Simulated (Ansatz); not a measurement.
Set up this calculation in Ansatz 0.2.0, as the native input.

| Property | Result |
| --- | --- |
| Task | projected density of states |
| Functional | LDA |
| Potentials or basis | all-electron LAPW, scalar-relativistic |
| Cutoff | 160 eV (chosen from the basis error) |
| Basis error allowed | 0.001 eV/atom |
| k mesh | 9 × 9 × 9 |
| Occupations | methfessel-paxton, width 0.05 eV |
| Spin | collinear spin, ferromagnetic start |
| Starting moments | [1.0] μB |
| Fixed moment | 1 μB |

The system is Bi.

```
CELL_PARAMETERS angstrom
-1.98143 1.98143 1.98143
1.98143 -1.98143 1.98143
1.98143 1.98143 -1.98143
ATOMIC_POSITIONS crystal
Bi 0.00000 0.00000 0.00000
```

This isn't the form of Bi at room conditions, which is rhombohedral.

One way to write it, as run:

input.yaml

```yaml
crystal:
  lattice:
    - [-1.9814305318, 1.9814305318, 1.9814305318]
    - [1.9814305318, -1.9814305318, 1.9814305318]
    - [1.9814305318, 1.9814305318, -1.9814305318]
  atoms:
    - { symbol: Bi, position_ang: [0.0, 0.0, 0.0], spin: 1.0 }
kpoints:
  mp_grid: { grid: [9, 9, 9] }
  band_path:
    path:
      - [0.0, 0.0, 0.0]
      - [0.5, -0.5, 0.5]
      - [0.0, 0.0, 0.5]
      - [0.0, 0.0, 0.0]
      - [0.25, 0.25, 0.25]
      - [0.5, -0.5, 0.5]
    npoints: 10
scf:
  occupations: { method: methfessel_paxton, width: 0.05 }
hamiltonian:
  xc: lda
  pseudopotentials: { kind: all_electron, lapw: { basis_error: 0.001 } }
magnetization:
  spin_polarized: true
  initial_magnetization: 1.0
  spin_locking: { lock_magnetization: hard }
output:
  forces: true
  stress: true
  eigenvalues: true
  fatbands: true
  dos: { projected: true, de: 0.2, e_range: [-14, 10] }
  populations: true
```

Potentials or basis: all-electron LAPW, scalar-relativistic.

The run is started by

```bash
$ ansatz run input.yaml --threads 1 --pin off --max-ram 2560MiB --backend cpu --events-out ev --progress --plain --runs-dir out
```

Results of the run:

```
Pressure        : 1.0 GPa
Absolute moment : 1.00 μB per cell
Site moments    : Bi +0.81 μB
```

Caveat: spin-orbit coupling is left out, which moves the levels of the heavy elements; the total moment is fixed, so each spin has its own Fermi level.

Wall time 7.4 s on 1 thread of Intel(R) Xeon(R) 6975P-C (Granite Rapids) (shared host), peak memory 0.34 GiB.
